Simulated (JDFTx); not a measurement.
# Tc (P6_3/mmc) in JDFTx: reference runs

How does Tc come out in PBE? The cell is run as given and disturbed.

Everything below comes from runs of JDFTx 1.7.0 (patched build). Logs are shortened: lines on timing, memory, paths and dates and some standing lists are left out, and cuts for length are marked. The log counts tension as positive stress, the text compression.

## Step 1: Starting point

Symmetry: P6_3/mmc, No. 194, hexagonal system. The conventional cell has a = 2.740 Å, b = 2.740 Å, c = 4.398 Å, α = 90.00°, β = 90.00°, γ = 120.00°. Around Tc (site symmetry -6m2) lie 12 Tc at 2.71 to 2.74 Å.

## Step 2: Single point, PBE

The input, Tc.in:

```
lattice \
    5.1778495815    -2.5889247907     0.0000000000 \
    0.0000000000     4.4841492746     0.0000000000 \
    0.0000000000     0.0000000000     8.3110154961
coords-type Lattice
ion Tc     0.6666666667     0.3333333333     0.7500000000 1
ion Tc     0.3333333333     0.6666666667     0.2500000000 1

ion-species pseudo/Tc.upf
elec-cutoff 42 336
elec-ex-corr gga-PBE
kpoint-folding 11 11 6
elec-smearing Fermi 0.0018374661
elec-n-bands 22
electronic-SCF nIterations 100 energyDiffThreshold 1e-09
electronic-minimize nIterations 30 energyDiffThreshold 1e-7
converge-empty-states yes
forces-output-coords Cartesian

dump-name run.$VAR
dump End Ecomponents EigStats BandEigs Kpoints Forces Stress
```

Potentials or basis: PseudoDojo-SR-PBE-0.5-standard.

On the command line:

```bash
$ jdftx -c 1 -i Tc.in -o Tc.out
```

What it wrote:

```text
*************** JDFTx 1.7.0 (patched build) ***************

Input parsed successfully to the following command list (including defaults):
[... the input with its defaults ...]

---------- Setting up symmetries ----------

Found 24 point-group symmetries of the bravais lattice
Found 24 space-group symmetries with basis
Applied RMS atom displacement 2.98943e-10 bohrs to make symmetries exact.

---------- Initializing the Grid ----------
R =
[      5.17785     -2.58892            0  ]
[            0      4.48415            0  ]
[            0            0      8.31102  ]
unit cell volume = 192.967
G =
[    1.21347   0.700599         -0  ]
[          0     1.4012          0  ]
[          0         -0   0.756007  ]
Minimum fftbox size, Smin = [  44  44  72  ]
Chosen fftbox size, S = [  48  48  72  ]

---------- Initializing tighter grid for wavefunction operations ----------
R =
[      5.17785     -2.58892            0  ]
[            0      4.48415            0  ]
[            0            0      8.31102  ]
unit cell volume = 192.967
G =
[    1.21347   0.700599         -0  ]
[          0     1.4012          0  ]
[          0         -0   0.756007  ]
Minimum fftbox size, Smin = [  32  32  52  ]
Chosen fftbox size, S = [  32  32  54  ]

---------- Exchange Correlation functional ----------
Initalized PBE GGA exchange.
Initalized PBE GGA correlation.

---------- Setting up pseudopotentials ----------
Width of ionic core gaussian charges (only for fluid interactions / plotting) set to 0

Reading pseudopotential file 'pseudo/Tc.upf':
  'Tc' pseudopotential, 'PBE' functional
  Generated using ONCVPSP code by D. R. Hamann
  15 valence electrons, 4 orbitals, 6 projectors, 1001 radial grid points, with lMax = 2
    4S    l: 0   occupation:  2.0   eigenvalue: -2.696647
    4P    l: 1   occupation:  6.0   eigenvalue: -1.666320
    4D    l: 2   occupation:  5.0   eigenvalue: -0.244828
    5S    l: 0   occupation:  2.0   eigenvalue: -0.185336
  Core radius for overlap checks: 1.32 bohrs.

Initialized 1 species with 2 total atoms.

Folded 1 k-points by 11x11x6 to 726 k-points.

---------- Setting up k-points, bands, fillings ----------
Reduced to 64 k-points under symmetry.
Computing the number of bands and number of electrons
Calculating initial fillings.
nElectrons:  30.000000   nBands: 22   nStates: 64

----- Setting up reduced wavefunction bases (one per k-point) -----
average nbasis = 2509.043 , ideal nbasis = 2508.716

---------- Setting up ewald sum ----------
Optimum gaussian width for ewald sums = 2.053838 bohr.
Real space sum over 1521 unit cells with max indices [  6  6  4  ]
Reciprocal space sum over 2057 terms with max indices [  5  5  8  ]

---------- Allocating electronic variables ----------
Initializing wave functions:  linear combination of atomic orbitals
Note: number of bands (22) exceeds available atomic orbitals (20)
Tc pseudo-atom occupations:   s ( 2 0 )  p ( 6 )  d ( 7 )
	FillingsUpdate:  mu: +0.845596780  nElectrons: 30.000000
LCAOMinimize: Iter:   0  F: -162.1095097917378496  |grad|_K:  2.006e-03  alpha:  1.000e+00
	FillingsUpdate:  mu: +0.877281435  nElectrons: 30.000000
LCAOMinimize: Iter:   1  F: -162.1611021331727329  |grad|_K:  7.522e-05  alpha:  7.964e-01  linmin:  2.046e-01  cgtest: -9.041e-01
LCAOMinimize: 	Bad step direction: g.d > 0.
[... 8 lines of inner loops ...]
LCAOMinimize: Iter:   4  F: -162.1611687401909023  |grad|_K:  2.237e-07  alpha:  9.619e-01  linmin: -1.549e-04  cgtest:  1.621e-03
	FillingsUpdate:  mu: +0.876177874  nElectrons: 30.000000
LCAOMinimize: Iter:   5  F: -162.1611687407342117  |grad|_K:  1.242e-08  alpha:  6.990e-01  linmin:  2.167e-04  cgtest: -3.972e-03
LCAOMinimize: Converged (|Delta F|<1.000000e-06 for 2 iters).

-------- Electronic minimization -----------
Will mix electronic density at each iteration.
	FillingsUpdate:  mu: +0.876177874  nElectrons: 30.000000
	FillingsUpdate:  mu: +0.860804636  nElectrons: 30.000000
SCF: Cycle:  0   F: -162.245443843213820   dF: -8.428e-02   |Residual|: 1.882e-01   |deigs|: 9.180e-02
	FillingsUpdate:  mu: +0.837548450  nElectrons: 30.000000
SCF: Cycle:  1   F: -162.275960065025345   dF: -3.052e-02   |Residual|: 4.536e-02   |deigs|: 3.370e-02
	FillingsUpdate:  mu: +0.830471414  nElectrons: 30.000000
SCF: Cycle:  2   F: -162.277947006057218   dF: -1.987e-03   |Residual|: 1.376e-02   |deigs|: 9.864e-03
	FillingsUpdate:  mu: +0.832316707  nElectrons: 30.000000
SCF: Cycle:  3   F: -162.277892007098671   dF: +5.500e-05   |Residual|: 9.907e-03   |deigs|: 3.003e-03
	FillingsUpdate:  mu: +0.831086763  nElectrons: 30.000000
SCF: Cycle:  4   F: -162.277974197852700   dF: -8.219e-05   |Residual|: 1.152e-03   |deigs|: 1.812e-03
	FillingsUpdate:  mu: +0.831036151  nElectrons: 30.000000
SCF: Cycle:  5   F: -162.277975905153568   dF: -1.707e-06   |Residual|: 4.865e-04   |deigs|: 9.466e-05
	FillingsUpdate:  mu: +0.830965957  nElectrons: 30.000000
SCF: Cycle:  6   F: -162.277976218842497   dF: -3.137e-07   |Residual|: 2.663e-04   |deigs|: 9.589e-05
	FillingsUpdate:  mu: +0.830981739  nElectrons: 30.000000
SCF: Cycle:  7   F: -162.277976275731930   dF: -5.689e-08   |Residual|: 1.609e-04   |deigs|: 2.555e-05
	FillingsUpdate:  mu: +0.830994235  nElectrons: 30.000000
SCF: Cycle:  8   F: -162.277976288354267   dF: -1.262e-08   |Residual|: 2.732e-05   |deigs|: 2.115e-05
	FillingsUpdate:  mu: +0.830994539  nElectrons: 30.000000
SCF: Cycle:  9   F: -162.277976290148388   dF: -1.794e-09   |Residual|: 1.165e-05   |deigs|: 2.240e-06
	FillingsUpdate:  mu: +0.830994475  nElectrons: 30.000000
SCF: Cycle: 10   F: -162.277976290670892   dF: -5.225e-10   |Residual|: 8.905e-06   |deigs|: 1.586e-06
	FillingsUpdate:  mu: +0.830996312  nElectrons: 30.000000
SCF: Cycle: 11   F: -162.277976290811949   dF: -1.411e-10   |Residual|: 6.612e-06   |deigs|: 3.063e-06
SCF: Converged (|Delta E|<1.000000e-09 for 2 iters).

Setting wave functions to eigenvectors of Hamiltonian
Converging empty states (this may take a while): |deigs|: 3.920e-06

# Stress tensor in Cartesian coordinates [Eh/a0^3]:
[  -0.00011099            0            0  ]
[            0  -0.00011099            0  ]
[            0            0 -0.000110996  ]

# Ionic positions in lattice coordinates:
ion Tc   0.666666666666667   0.333333333333333   0.750000000000000 1
ion Tc   0.333333333333333   0.666666666666667   0.250000000000000 1

# Forces in Cartesian coordinates:
force Tc   0.000000000000000   0.000000000000000   0.000000000000000 1
force Tc  -0.000000000000000  -0.000000000000000   0.000000000000000 1

# Energy components:
   Eewald =     -141.6769775999860030
       EH =       22.2334835766661918
     Eloc =      -97.8338896962369375
      Enl =       20.6038642810129140
      Exc =      -27.1956958955814265
 Exc_core =        7.4158488740626805
       KE =       54.1760161594393068
-------------------------------------
     Etot =     -162.2773503006232829
       TS =        0.0006259901886563
-------------------------------------
        F =     -162.2779762908119494

IonicMinimize: Iter:   0  F: -162.277976290811949  |grad|_K:        nan
IonicMinimize: None of the convergence criteria satisfied after 0 iterations.

#--- Lowdin population analysis ---
# oxidation-state Tc +0.116 +0.116

Dumping 'run.eigStats' ...
	eMin: -1.624437 at state 0 ( [ +0.000000 +0.000000 +0.000000 ] spin 0 )
	HOMO: +0.830593 at state 24 ( [ +0.090909 +0.090909 +0.000000 ] spin 0 )
	mu  : +0.830995
	LUMO: +0.831341 at state 63 ( [ +0.272727 +0.363636 +0.500000 ] spin 0 )
	eMax: +1.418253 at state 8 ( [ +0.000000 +0.181818 +0.000000 ] spin 0 )
	HOMO-LUMO gap: +0.000748
	Optical gap  : +0.003827 at state 24 ( [ +0.090909 +0.090909 +0.000000 ] spin 0 )
Done!
```

Run time: 88 s. Hardware: 1 thread of Arm Neoverse V2, shared host; peak memory 0.19 GiB.

Results:

* Free energy: -4415.8087 eV
* Pressure: 3.3 GPa
* Band gap on the k mesh: none (metal or under the smearing width)

Levels at points of the mesh, in eV from the Fermi level:
```
           k point  band 11  band 12  band 13  band 14  band 15  band 16  band 17  band 18
(0.00, 0.00, 0.00)    -1.54    -1.54    -1.48    -0.83    -0.83    -0.11    -0.11     1.68
(0.00, 0.00, 0.50)    -1.88    -1.88    -1.67    -1.67    -1.67    -1.67     1.87     1.87
```

## Step 3: Single point, PBE (atoms moved at random, drawn with an rms of 0.05 Å)

Tc.in, as its differences from that of step 2:

```diff
@@ -5,4 +5,4 @@
 coords-type Lattice
-ion Tc     0.6666666667     0.3333333333     0.7500000000 1
-ion Tc     0.3333333333     0.6666666667     0.2500000000 1
+ion Tc     0.6499490000     0.3300850000     0.7450650000 1
+ion Tc     0.3411890000     0.6657310000     0.2615210000 1
```

Potentials or basis: PseudoDojo-SR-PBE-0.5-standard.

On the command line:

```bash
$ jdftx -c 1 -i Tc.in -o Tc.out
```

What it wrote:

```text
*************** JDFTx 1.7.0 (patched build) ***************

Input parsed successfully to the following command list (including defaults):
[... the input with its defaults ...]

---------- Setting up symmetries ----------

Found 24 point-group symmetries of the bravais lattice
Found 2 space-group symmetries with basis
Applied RMS atom displacement 0 bohrs to make symmetries exact.

---------- Initializing the Grid ----------
R =
[      5.17785     -2.58892            0  ]
[            0      4.48415            0  ]
[            0            0      8.31102  ]
unit cell volume = 192.967
G =
[    1.21347   0.700599         -0  ]
[          0     1.4012          0  ]
[          0         -0   0.756007  ]
Minimum fftbox size, Smin = [  44  44  72  ]
Chosen fftbox size, S = [  48  48  72  ]

---------- Initializing tighter grid for wavefunction operations ----------
R =
[      5.17785     -2.58892            0  ]
[            0      4.48415            0  ]
[            0            0      8.31102  ]
unit cell volume = 192.967
G =
[    1.21347   0.700599         -0  ]
[          0     1.4012          0  ]
[          0         -0   0.756007  ]
Minimum fftbox size, Smin = [  32  32  52  ]
Chosen fftbox size, S = [  32  32  54  ]

---------- Exchange Correlation functional ----------
Initalized PBE GGA exchange.
Initalized PBE GGA correlation.

---------- Setting up pseudopotentials ----------
Width of ionic core gaussian charges (only for fluid interactions / plotting) set to 0

Reading pseudopotential file 'pseudo/Tc.upf':
  'Tc' pseudopotential, 'PBE' functional
  Generated using ONCVPSP code by D. R. Hamann
  15 valence electrons, 4 orbitals, 6 projectors, 1001 radial grid points, with lMax = 2
    4S    l: 0   occupation:  2.0   eigenvalue: -2.696647
    4P    l: 1   occupation:  6.0   eigenvalue: -1.666320
    4D    l: 2   occupation:  5.0   eigenvalue: -0.244828
    5S    l: 0   occupation:  2.0   eigenvalue: -0.185336
  Core radius for overlap checks: 1.32 bohrs.

Initialized 1 species with 2 total atoms.

Folded 1 k-points by 11x11x6 to 726 k-points.

---------- Setting up k-points, bands, fillings ----------
Reduced to 364 k-points under symmetry.
Computing the number of bands and number of electrons
Calculating initial fillings.
nElectrons:  30.000000   nBands: 22   nStates: 364

----- Setting up reduced wavefunction bases (one per k-point) -----
average nbasis = 2509.043 , ideal nbasis = 2508.716

---------- Setting up ewald sum ----------
Optimum gaussian width for ewald sums = 2.053838 bohr.
Real space sum over 1521 unit cells with max indices [  6  6  4  ]
Reciprocal space sum over 2057 terms with max indices [  5  5  8  ]

---------- Allocating electronic variables ----------
Initializing wave functions:  linear combination of atomic orbitals
Note: number of bands (22) exceeds available atomic orbitals (20)
Tc pseudo-atom occupations:   s ( 2 0 )  p ( 6 )  d ( 7 )
	FillingsUpdate:  mu: +0.847565693  nElectrons: 30.000000
LCAOMinimize: Iter:   0  F: -162.1075492473979693  |grad|_K:  8.411e-04  alpha:  1.000e+00
	FillingsUpdate:  mu: +0.877962840  nElectrons: 30.000000
LCAOMinimize: Iter:   1  F: -162.1584537238740324  |grad|_K:  6.554e-05  alpha:  7.859e-01  linmin:  1.187e-01  cgtest: -3.729e-01
	FillingsUpdate:  mu: +0.878147470  nElectrons: 30.000000
[... 5 lines of inner loops ...]
LCAOMinimize: Iter:   4  F: -162.1586692704314601  |grad|_K:  1.715e-07  alpha:  5.777e-01  linmin: -4.220e-05  cgtest: -2.347e-02
	FillingsUpdate:  mu: +0.877194683  nElectrons: 30.000000
LCAOMinimize: Iter:   5  F: -162.1586692727275363  |grad|_K:  2.772e-08  alpha:  8.900e-01  linmin:  6.558e-03  cgtest: -3.631e-02
LCAOMinimize: Converged (|Delta F|<1.000000e-06 for 2 iters).

-------- Electronic minimization -----------
Will mix electronic density at each iteration.
	FillingsUpdate:  mu: +0.877194683  nElectrons: 30.000000
	FillingsUpdate:  mu: +0.861347665  nElectrons: 30.000000
SCF: Cycle:  0   F: -162.244174174535857   dF: -8.550e-02   |Residual|: 1.905e-01   |deigs|: 1.109e-01
	FillingsUpdate:  mu: +0.838046472  nElectrons: 30.000000
SCF: Cycle:  1   F: -162.275480589242164   dF: -3.131e-02   |Residual|: 4.609e-02   |deigs|: 3.397e-02
	FillingsUpdate:  mu: +0.830918255  nElectrons: 30.000000
SCF: Cycle:  2   F: -162.277550429801323   dF: -2.070e-03   |Residual|: 1.391e-02   |deigs|: 9.981e-03
	FillingsUpdate:  mu: +0.832758182  nElectrons: 30.000000
SCF: Cycle:  3   F: -162.277503065174272   dF: +4.736e-05   |Residual|: 9.444e-03   |deigs|: 2.970e-03
	FillingsUpdate:  mu: +0.831526232  nElectrons: 30.000000
SCF: Cycle:  4   F: -162.277577051487100   dF: -7.399e-05   |Residual|: 1.254e-03   |deigs|: 1.803e-03
	FillingsUpdate:  mu: +0.831458418  nElectrons: 30.000000
SCF: Cycle:  5   F: -162.277579810216395   dF: -2.759e-06   |Residual|: 3.486e-04   |deigs|: 1.156e-04
	FillingsUpdate:  mu: +0.831410575  nElectrons: 30.000000
SCF: Cycle:  6   F: -162.277580161426755   dF: -3.512e-07   |Residual|: 2.425e-04   |deigs|: 6.538e-05
	FillingsUpdate:  mu: +0.831430501  nElectrons: 30.000000
SCF: Cycle:  7   F: -162.277580242787849   dF: -8.136e-08   |Residual|: 1.776e-04   |deigs|: 2.981e-05
	FillingsUpdate:  mu: +0.831454198  nElectrons: 30.000000
SCF: Cycle:  8   F: -162.277580267567458   dF: -2.478e-08   |Residual|: 1.957e-05   |deigs|: 3.634e-05
	FillingsUpdate:  mu: +0.831454033  nElectrons: 30.000000
SCF: Cycle:  9   F: -162.277580270373022   dF: -2.806e-09   |Residual|: 4.743e-06   |deigs|: 3.752e-06
	FillingsUpdate:  mu: +0.831453833  nElectrons: 30.000000
SCF: Cycle: 10   F: -162.277580271219165   dF: -8.461e-10   |Residual|: 8.361e-06   |deigs|: 3.184e-06
	FillingsUpdate:  mu: +0.831455552  nElectrons: 30.000000
SCF: Cycle: 11   F: -162.277580271445856   dF: -2.267e-10   |Residual|: 4.103e-06   |deigs|: 3.760e-06
SCF: Converged (|Delta E|<1.000000e-09 for 2 iters).

Setting wave functions to eigenvectors of Hamiltonian
Converging empty states (this may take a while): |deigs|: 1.652e-05

# Stress tensor in Cartesian coordinates [Eh/a0^3]:
[ -0.000128273  3.98658e-05 -3.59732e-05  ]
[  3.98658e-05 -0.000145494 -2.97388e-06  ]
[ -3.59732e-05 -2.97388e-06 -0.000138015  ]

# Ionic positions in lattice coordinates:
ion Tc   0.649949000000000   0.330085000000000   0.745065000000000 1
ion Tc   0.341189000000000   0.665731000000000   0.261521000000000 1

# Forces in Cartesian coordinates:
force Tc   0.003682185206980   0.000222040645123   0.003558162436805 1
force Tc  -0.003682185206980  -0.000222040645123  -0.003558162436805 1

# Energy components:
   Eewald =     -141.5481639242246388
       EH =       22.3624055629638896
     Eloc =      -98.1005855550012313
      Enl =       20.6038558533494403
      Exc =      -27.1992290776932073
 Exc_core =        7.4158492459698593
       KE =       54.1888685866772377
-------------------------------------
     Etot =     -162.2769993079586470
       TS =        0.0005809634872037
-------------------------------------
        F =     -162.2775802714458564

IonicMinimize: Iter:   0  F: -162.277580271445856  |grad|_K:  2.959e-03
IonicMinimize: None of the convergence criteria satisfied after 0 iterations.

#--- Lowdin population analysis ---
# oxidation-state Tc +0.115 +0.115

Dumping 'run.eigStats' ...
	eMin: -1.624431 at state 0 ( [ +0.000000 +0.000000 +0.000000 ] spin 0 )
	HOMO: +0.831424 at state 100 ( [ +0.181818 +0.000000 +0.000000 ] spin 0 )
	mu  : +0.831455
	LUMO: +0.831507 at state 86 ( [ +0.090909 -0.272727 -0.333333 ] spin 0 )
	eMax: +1.422703 at state 100 ( [ +0.181818 +0.000000 +0.000000 ] spin 0 )
	HOMO-LUMO gap: +0.000083
	Optical gap  : +0.004581 at state 11 ( [ +0.000000 +0.181818 +0.166667 ] spin 0 )
Done!
```

Run time: 8.1 min. Hardware: 1 thread of Arm Neoverse V2, shared host; peak memory 0.88 GiB.

Results:

- Free energy: -4415.7979 eV
- Pressure: 4.0 GPa
- Largest force: 0.264 eV/Å
- Band gap on the k mesh: none (metal or under the smearing width)

Forces on the atoms (eV/Å):
```
Tc   0.189  0.011  0.183
Tc  -0.189 -0.011 -0.183
```

Stress tensor (GPa, compression positive):
```
 3.77 -1.17  1.06
-1.17  4.28  0.09
 1.06  0.09  4.06
```
